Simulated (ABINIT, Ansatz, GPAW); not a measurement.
**Bi: programs and potentials compared**

```
CELL_PARAMETERS angstrom
4.65841 0.00000 0.00000
0.00000 4.52639 0.00000
-0.34597 0.00000 6.51195
ATOMIC_POSITIONS crystal
Bi 0.25137 0.25000 0.74873
Bi 0.74863 0.75000 0.25127
Bi 0.24989 0.25000 0.24888
Bi 0.75011 0.75000 0.75112
```

Alike in all runs: task single point; functional PBEsol; k mesh 6 × 6 × 4; occupations fermi-dirac, width 0.05 eV; no spin polarisation; no spin-orbit coupling. Pressure is positive in compression and, in plane waves, holds the error of the finite cutoff, which Ansatz's Pulay term estimates and takes out.

| program and potentials | plane-wave cutoff (eV) | notes | band gap (eV) | pressure (GPa) |
| --- | --- | --- | --- | --- |
| Ansatz, Ansatz PAW | 420 | potentials made for PBE, which Ansatz adapts in part | ? | ? |
| GPAW, PAW data sets generated for this functional | 600 | - | no gap | -1.46 |
| ABINIT, JTH PAW PBE v2.0 | 599 | potentials made for PBE | no gap | -1.36 |
| Ansatz, all-electron LAPW, scalar-relativistic | - | - | no gap | -1.35 |

**Question.** Estimate from the other rows what the run with Ansatz, Ansatz PAW gave.

**Answer.** No band gap; pressure -1.37 GPa. Its pressure holds a Pulay term of +0.03 GPa. The other rows, which needn't bracket it: pressure -1.46 to -1.35.
